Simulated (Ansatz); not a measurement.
## (001) slab of diamond, 6.2 Å thick as cut, ended by H

Ansatz, PAW, plane waves, no spin–orbit coupling unless named; atoms relaxed with PBEsol, the curve by HSE06. The curve holds the local part of the PAW potentials, so its shape inside matter depends on the files.

```
C H
1.0
     3.55380    3.55380    0.00000
    -3.55380    3.55380    0.00000
     0.00000    0.00000   21.71916
C H
32 8
Cartesian
  -0.3189 0.3219 7.8097
  -3.5408 3.5436 11.3591
  0.3173 3.2395 7.8278
  -0.0111 3.5680 11.2455
  0.8290 0.9509 8.6128
  -2.6534 4.4331 12.2834
  0.9555 4.3783 8.6384
  0.8759 4.4577 12.0951
  -1.4595 1.4625 7.8278
  -1.7881 1.7910 11.2453
  1.4579 2.0989 7.8098
  -1.7638 5.3206 11.3591
  -0.8215 2.6014 8.6385
  -0.9010 2.6807 12.0949
  2.6060 2.7277 8.6127
  -0.8764 6.2100 12.2835
  -1.7836 3.5636 9.4292
  -1.7122 3.4919 13.0996
  1.7946 3.5390 9.6175
  1.7151 3.6185 13.0742
  -0.8720 0.8749 10.4671
  -1.2005 1.2034 13.8849
  -0.8962 4.4531 10.3534
  -0.5641 4.1207 13.9028
  0.0178 1.7621 9.6175
  -0.0617 1.8415 13.0741
  -0.0068 5.3404 9.4292
  0.0647 5.2688 13.0998
  -2.6732 2.6761 10.3534
  -2.3411 2.3439 13.9028
  0.9048 2.6519 10.4672
  0.5764 2.9802 13.8849
  -0.0199 0.0234 6.7894
  0.0016 3.5548 6.8174
  -1.7742 1.7775 6.8171
  1.7568 1.7998 6.7895
  -0.8848 0.8876 14.8952
  -0.8633 4.4191 14.9231
  -2.6397 2.6435 14.9229
  0.8914 2.6646 14.8954
```

Planar mean of the electrostatic potential energy along the normal, from the vacuum level:

z (Å), v (eV) and a bar:
```
     0.00       0.00 ##############################
     0.29       0.00 ##############################
     0.72       0.00 ##############################
     1.01       0.00 ##############################
     1.30       0.00 ##############################
     1.74       0.00 ##############################
     2.03       0.00 ##############################
     2.32       0.00 ##############################
     2.75       0.00 ##############################
     3.04       0.00 ##############################
     3.33       0.00 ##############################
     3.76       0.00 ##############################
     4.05       0.00 ##############################
     4.34       0.00 ##############################
     4.78      -0.01 ##############################
     5.07      -0.02 ##############################
     5.36      -0.05 ##############################
     5.79      -0.19 ##############################
     6.08      -0.48 #############################
     6.37      -1.23 ############################
     6.81      -4.38 ######################
     7.09      -3.79 #######################
     7.38      -7.28 ################
     7.82     -14.80 ##
     8.11     -14.80 ##
     8.40     -15.29 #
     8.83     -14.84 ##
     9.12     -13.39 #####
     9.41     -14.92 ##
     9.85     -13.78 ####
    10.14     -14.27 ###
    10.43     -15.61 #
    10.71     -13.90 ####
    11.15     -14.98 ##
    11.44     -15.18 #
    11.73     -13.62 ####
    12.16     -15.25 #
    12.45     -13.90 ####
    12.74     -13.82 ####
    13.18     -15.87 
    13.47     -14.88 ##
    13.76     -15.00 ##
    14.19     -10.34 ##########
    14.48      -4.55 #####################
    14.77      -4.21 ######################
    15.20      -2.26 ##########################
    15.49      -0.75 #############################
    15.78      -0.29 #############################
    16.22      -0.07 ##############################
    16.51      -0.03 ##############################
    16.80      -0.01 ##############################
    17.23       0.00 ##############################
    17.52       0.00 ##############################
    17.81       0.00 ##############################
    18.24       0.00 ##############################
    18.53       0.00 ##############################
    18.82       0.00 ##############################
    19.26       0.00 ##############################
    19.55       0.00 ##############################
    19.84       0.00 ##############################
    20.27       0.00 ##############################
    20.56       0.00 ##############################
    20.85       0.00 ##############################
    21.28       0.00 ##############################
    21.57       0.00 ##############################
```

Q: How far below the vacuum level do the top filled and the lowest empty level lie, by each functional?

A: PBEsol: 4.30 and 0.75 eV (gap 3.56 eV, a 3×3×1 mesh); HSE06: 4.89 and 0.61 eV (gap 4.28 eV, a 2×2×1 mesh). Either level can be a surface state and not a band edge of the crystal.
